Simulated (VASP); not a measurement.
Here is a VASP 6.6.1 calculation.

The input INCAR:

```
PREC = Accurate
ENCUT = 600
EDIFF = 1E-7
ISMEAR = 0
SIGMA = 0.1
LREAL = F
LASPH = T
NELM = 80
ALGO = Normal
ISIF = 3
LWAVE = F
LCHARG = F
GGA = PE
IBRION = 2
NSW = 90
EDIFFG = -0.04
```

File KPOINTS:

```
regular mesh
0
Gamma
  4 4 4
```

Contents of POSCAR:

```
Ca4F
1.0
    4.7950964000      0.0000000000      0.0000000000
    0.0000000000      4.7950964000      0.0000000000
    0.0000000000      0.0000000000      4.7950964000
Ca F
4 1
Direct
    0.0000000000      0.0000000000      0.0000000000
    0.5000000000      0.5000000000      0.0000000000
    0.5000000000      0.0000000000      0.5000000000
    0.0000000000      0.5000000000      0.5000000000
    0.5000000000      0.5000000000      0.5000000000
```

Potentials or basis: VASP PAW PBE potentials, release 64 (Ca_sv, F).

Command:

```sh
$ cat potpaw_PBE.64/Ca_sv/POTCAR potpaw_PBE.64/F/POTCAR > POTCAR
$ mpirun -np 1 vasp_std > vasp.out
```

Problem. Estimate the band gap on the k mesh.

Solution. None (metal or under the smearing width).

Problem. What does it give for the space group after relaxing (to 0.05 Å)?

Solution. Pm-3m (No. 221).

Final structure:
```yaml
crystal:
  lattice:
    - [5.41737, 0.00000, 0.00000]
    - [0.00000, 5.41737, 0.00000]
    - [0.00000, 0.00000, 5.41737]
  atoms:
    - { symbol: Ca, position: [0.00000, 0.00000, 0.00000] }
    - { symbol: Ca, position: [0.50000, 0.50000, 0.00000] }
    - { symbol: Ca, position: [0.50000, 0.00000, 0.50000] }
    - { symbol: Ca, position: [0.00000, 0.50000, 0.50000] }
    - { symbol: F, position: [0.50000, 0.50000, 0.50000] }
```

Caveat: an odd number of electrons without spin polarisation forces a metal; a magnetic or distorted state may lie lower.
